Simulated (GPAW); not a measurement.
Write an ASE script for GPAW 26.7.0 that does the following.

```
Task                : band structure
Functional          : vdW-DF-cx
Potentials or basis : GPAW PAW data sets (gpaw-data 1.2.1)
Cutoff              : 800 eV
Basis               : pw
k mesh              : 10 × 10 × 10
Occupations         : fermi-dirac, width 0.05 eV
Spin                : no spin polarisation
Maxiter             : 150
Band path           : GXWKGLUWLK,UX
Band points         : 60
```

The structure of BP lies in POSCAR:

```
BP
1.0
    0.0000000000      2.2690000000      2.2690000000
    2.2690000000      0.0000000000      2.2690000000
    2.2690000000      2.2690000000      0.0000000000
P B
1 1
Direct
    0.7500000000      0.7500000000      0.7500000000
    0.0000000000      0.0000000000      0.0000000000
```

The input as run:

run.py

```python
from ase.dft.bandgap import bandgap
from ase.io import read, write
from gpaw import GPAW, PW

atoms = read('POSCAR')

calc = GPAW(mode=PW(800),
            xc={'name': 'vdW-DF-cx', 'backend': 'libvdwxc'},
            kpts={'size': (10, 10, 10), 'gamma': True},
            occupations={'name': 'fermi-dirac', 'width': 0.05},
            nbands=11,
            convergence={'density': 1e-05, 'energy': 1e-05},
            maxiter=150,
            txt='gpaw.txt')
atoms.calc = calc
energy = atoms.get_potential_energy()
forces = atoms.get_forces()
calc.write('gs.gpw')
write('result.traj', atoms)
print(f'Energy: {energy:.6f} eV')
print('Forces (eV/A):')
print(forces.round(4))
print('Fermi level:', round(calc.get_fermi_level(), 4), 'eV')
print(f'Gap: {bandgap(calc)[0]:.4f} eV, direct: {bandgap(calc, direct=True)[0]:.4f} eV')

path = atoms.cell.bandpath('GXWKGLUWLK,UX', npoints=60, eps=1e-4)
bs_calc = calc.fixed_density(kpts=path, symmetry='off', nbands=19,
                             convergence={'bands': 'CBM+6.0', 'eigenstates': 1e-6}, txt='bands.txt')
bs = bs_calc.band_structure()
bs.write('bs.json')
print(f'Gap on the path: {bandgap(bs_calc)[0]:.4f} eV')
```

Potentials or basis: GPAW PAW data sets (gpaw-data 1.2.1), pw.

Command:

```console
$ OMP_NUM_THREADS=1 python run.py
```

It gave:

The band gap on the k mesh is 1.21 eV, indirect (least direct gap 3.40 eV). The band gap along the path is 1.22 eV, indirect (least direct gap 3.40 eV).

Caveat: the PAW data sets were made with another functional, which shifts forces and pressure a little.

Run time: 27 s on 1 thread of Arm Neoverse V1, on a shared host, peak memory 0.21 GiB.
